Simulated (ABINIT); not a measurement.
Runs of ABINIT 10.8.3 (patched build) on PtSe2 (Sudovikovite). It takes space group P-3m1 (No. 164, trigonal). Conventional cell: a = 3.724 Å, b = 3.724 Å, c = 5.062 Å, α = 90.00°, β = 90.00°, γ = 120.00°. Around Pt (site symmetry -3m) lie 6 Se at 2.49 Å. Se (site symmetry 3m) is surrounded by 3 Pt at 2.49 Å. 

```tsv
task	level	potentials or basis	k mesh	cutoff (eV)	bands in the sums	broadening (eV)	scissor shift (eV)	tensor components	gap on the mesh (eV)	pressure (GPa)	largest force (eV/Å)
single point	PBEsol	PseudoDojo NC SR PBEsol v0.4.1 standard	6 × 6 × 4	1061	-	-	-	-	none	1.5	0.32
single point	LDA	PseudoDojo NC SR LDA v0.4.1 standard	6 × 6 × 4	1170	-	-	-	-	none	-0.6	(a)
optical spectrum	LDA	PseudoDojo NC SR LDA v0.4.1 standard	8 × 8 × 6, shifted	1170	37	0.1	0	[11, 33]	-	-0.6	(b)
single point	PBE	PseudoDojo NC SR PBE v0.5 standard	6 × 6 × 4	1061	-	-	-	-	none	6.7	0.57
```

Alike in all rows: no spin polarisation; cell as given; smearing fermi-dirac 0.05 eV.

Q: Estimate the missing entries.

A: (a) 0.18; (b) 0.15.

Caveats: the intraband (Drude) term is left out (some runs); spectra need much finer meshes, so this one isn't converged (some runs); independent-particle spectra lack excitons (some runs).

A k mesh can miss the band edges, and the runs leave out spin-orbit coupling on Pt, Se.

A gap of «none» marks a metal or a gap under the smearing width.
